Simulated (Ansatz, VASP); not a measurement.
# Cu in VASP and in Ansatz

```
Cu
1.0
    -1.46863    1.47885    1.37398
     1.46339   -1.48247    1.37231
     1.41076    1.42490   -1.37783
Cu
1
Direct
  0.00000 0.00000 0.00000
```

Change from the starting cell: strain = -0.02; cell sheared at random, sigma 0.01, atoms nudged by 0.01 Å.

Alike in both runs: task single point; functional PBE; k mesh 13 × 13 × 13; occupations fermi-dirac, width 0.05 eV; no spin polarisation.

|  | VASP | Ansatz |
| --- | --- | --- |
| version | VASP 6.6.1 | Ansatz 0.2.0 |
| potentials or method | VASP PAW PBE potentials, release 64 (Cu) | Ansatz PAW |
| plane-wave cutoff (eV) | 520 | 420 |
| valence electrons in the cell | 11 | 19 |

Ansatz gave:

```
gap on the k mesh at the Fermi level (eV)       : none
pressure (GPa)                                  : 7.7
largest component of the traceless stress (GPa) : 5.25
```

Estimate VASP's values.

gap on the k mesh at the Fermi level (eV): none; pressure (GPa): 8.2; largest component of the traceless stress (GPa): 5.25.

A gap of «none» marks a metal or a gap that the smearing closes. The two sets of potentials don't hold the same shells in valence.
